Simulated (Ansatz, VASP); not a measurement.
## Two plane-wave programs on Li

```xyz
2
Lattice="1.5020 0.8672 5.2327 -1.5020 0.8672 5.2327 0.0000 -1.7344 5.2327" Properties=species:S:1:pos:R:3 pbc="T T T"
Li    0.0000    0.0000    1.3699
Li    0.0000    0.0000   14.3283
```

Alike in both runs: task relaxation of cell and atoms; functional PBE; k mesh 21 × 21 × 21; occupations gaussian, width 0.1 eV; no spin polarisation.

|  | VASP | Ansatz |
| --- | --- | --- |
| version | VASP 6.6.1 | Ansatz 0.2.0 |
| potentials or method | VASP PAW PBE potentials, release 64 (Li_sv) | scalar-relativistic, plane waves, PAW |
| plane-wave cutoff (eV) | 600 | 420 |
| valence electrons in the cell | 6 | 6 |

```csv
,VASP,Ansatz,Ansatz less VASP
"gap on the k mesh at the Fermi level, each at its own relaxed structure (eV)",none,none,-
relaxed volume (Å³/atom),20.18,20.34,+0.159
relaxed cell length with the largest relative difference (Å),5.526,5.541,+0.0152
```

A gap of «none» marks a metal or a gap that the smearing closes.

Caveats: the cutoff is under 1.25 times the usual one of these potentials, so pressure, stress and relaxed cells hold a basis-set (Pulay) error (VASP).
